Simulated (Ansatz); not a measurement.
**KCl: levels along high-symmetry lines**

```xyz
2
Lattice="0.0000 3.1561 3.1561 3.1561 0.0000 3.1561 3.1561 3.1561 0.0000" Properties=species:S:1:pos:R:3 pbc="T T T"
K     0.0000    0.0000    0.0000
Cl    3.1561    3.1561    3.1561
```

Atoms are numbered in the order listed.

The cell is a measured one (Crystallography Open Database entry 9003114); the temperature and pressure of the measurement aren't taken into account, and nothing was relaxed.

Theory: DFT, PBEsol, all-electron LAPW, scalar-relativistic in Ansatz 0.2.0.

Sampling and basis: a Γ-centred 7×7×7 k mesh, Fermi–Dirac smearing of 0.03 eV, basis error target 0.5 meV/atom, no spin polarisation.

Points in fractions of the reciprocal vectors of this cell: Γ (0, 0, 0), X (0.5, 0, 0.5), U (0.625, 0.25, 0.625), K (0.375, 0.375, 0.75), L (0.5, 0.5, 0.5), W (0.5, 0.25, 0.75). The path joins them by straight lines in the order Γ–X–U–K–Γ–L–W–X; legs that retrace an earlier one aren't tabulated. Energies are in eV from the top of the valence band.

Problem. Metal or insulator at this level of theory?

Solution. An insulator or semiconductor: gap 5.00 eV, direct at Γ.

Problem. Tabulate bands 10 to 14, counted from the lowest band of the run, along the path.

Solution. 
```tsv
k (1/Å)	point	band 10	band 11	band 12	band 13	band 14
0.00	Γ	0.00	0.00	0.00	5.00	8.27
0.14		-0.10	-0.01	-0.01	5.16	8.12
0.28		-0.33	-0.05	-0.05	5.59	7.75
0.43		-0.56	-0.11	-0.11	6.16	7.32
0.57		-0.69	-0.15	-0.15	6.77	6.94
0.71		-0.72	-0.19	-0.19	6.65	7.39
0.85		-0.69	-0.22	-0.22	6.47	7.93
1.00	X	-0.67	-0.23	-0.23	6.40	8.18
1.05		-0.67	-0.23	-0.23	6.42	8.20
1.10		-0.66	-0.26	-0.23	6.47	8.26
1.15		-0.65	-0.30	-0.24	6.56	8.37
1.20		-0.64	-0.36	-0.25	6.67	8.52
1.25		-0.62	-0.42	-0.26	6.81	8.70
1.30		-0.60	-0.49	-0.28	6.97	8.91
1.35	U	-0.57	-0.56	-0.29	7.14	8.90
1.43		-0.60	-0.54	-0.31	7.27	8.71
1.52		-0.64	-0.50	-0.34	7.47	8.41
1.61		-0.65	-0.47	-0.37	7.74	8.09
1.70		-0.65	-0.47	-0.37	7.74	8.09
1.78		-0.64	-0.50	-0.34	7.47	8.41
1.87		-0.60	-0.54	-0.31	7.27	8.71
1.96	K	-0.57	-0.56	-0.29	7.14	8.90
2.11		-0.74	-0.48	-0.32	7.60	8.42
2.26		-0.82	-0.37	-0.32	7.59	8.07
2.41		-0.78	-0.28	-0.25	7.05	7.87
2.56		-0.60	-0.20	-0.15	6.35	7.86
2.71		-0.35	-0.11	-0.07	5.68	7.98
2.86		-0.10	-0.03	-0.02	5.19	8.18
3.01	Γ	0.00	0.00	0.00	5.00	8.27
3.14		-0.07	-0.02	-0.02	5.13	8.22
3.26		-0.25	-0.07	-0.07	5.48	8.12
3.38		-0.48	-0.13	-0.13	5.98	8.04
3.51		-0.71	-0.21	-0.21	6.53	8.05
3.63		-0.90	-0.27	-0.27	7.00	8.18
3.75		-1.02	-0.31	-0.31	7.29	8.36
3.87	L	-1.07	-0.33	-0.33	7.39	8.45
3.98		-1.05	-0.33	-0.33	7.42	8.43
4.08		-0.99	-0.36	-0.33	7.50	8.37
4.18		-0.90	-0.39	-0.33	7.62	8.26
4.28		-0.80	-0.42	-0.34	7.73	8.13
4.38		-0.68	-0.45	-0.37	7.82	8.01
4.48		-0.58	-0.47	-0.42	7.87	7.92
4.58	W	-0.49	-0.48	-0.48	7.89	7.89
4.65		-0.53	-0.48	-0.43	7.54	8.26
4.72		-0.57	-0.44	-0.38	7.22	8.64
4.79		-0.60	-0.39	-0.33	6.94	8.75
4.86		-0.63	-0.33	-0.29	6.71	8.53
4.93		-0.65	-0.28	-0.26	6.54	8.34
5.01		-0.66	-0.24	-0.23	6.44	8.22
5.08	X	-0.67	-0.23	-0.23	6.40	8.18
```
